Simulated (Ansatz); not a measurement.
# Relaxing Bi

Computed with DFT PBE, scalar-relativistic, plane waves, PAW (Ansatz 0.2.0). Cutoff 420 eV, Γ-centred k mesh, Gaussian smearing, no spin polarisation in the final step.

The start puts Bi on the beta-tin structure type (I4_1/amd, No. 141), at a guessed volume.

```xyz
2
Lattice="-3.1846 3.1846 1.7373 3.1846 -3.1846 1.7373 3.1846 3.1846 -1.7373" Properties=species:S:1:pos:R:3 pbc="T T T"
Bi    0.0000    0.0000    0.0000
Bi    0.0000    3.1846    0.8686
```

Steps on the 18×18×18 mesh (2 atoms). 4 of 5 steps are shown, and the free energy counts from the last. Trial steps that were taken back and renewals of the plane-wave basis can be among the rows.

| step | ΔF (meV/atom) | V (Å³/atom) | P (GPa) |
| --- | --- | --- | --- |
| 1 | 8.6 | 35.24 | -1.47 |
| 2 | 0.9 | 33.80 | 0.37 |
| 3 | -0.1 | 33.98 | 0.09 |
| 5 | 0.0 | 34.04 | 0.00 |

A final relaxation ran on a 18×18×18 mesh. The relaxed crystal, I4_1/amd (No. 141):

```
Bi
1.0
    -3.17729    3.17729    1.68612
     3.17729   -3.17729    1.68612
     3.17729    3.17729   -1.68612
Bi
2
Direct
  0.00000 0.00000 0.00000
  0.75000 0.25000 0.50000
```

- Volume per atom: 34.04 Å³
- Density: 10.19 g/cm³
- Energy over the standard structure: 0.04 eV/atom
- Gap on the 18×18×18 mesh: 0 eV (a metal)

Energies count from the standard state of Bi at the same level.

The final run used a 18×18×18 mesh on its 2-atom cell and 0.10 eV smearing. For metals, differences of a few meV/atom aren't resolved. Spin–orbit coupling is left out.

A structure relaxed within its symmetry needn't be a true minimum.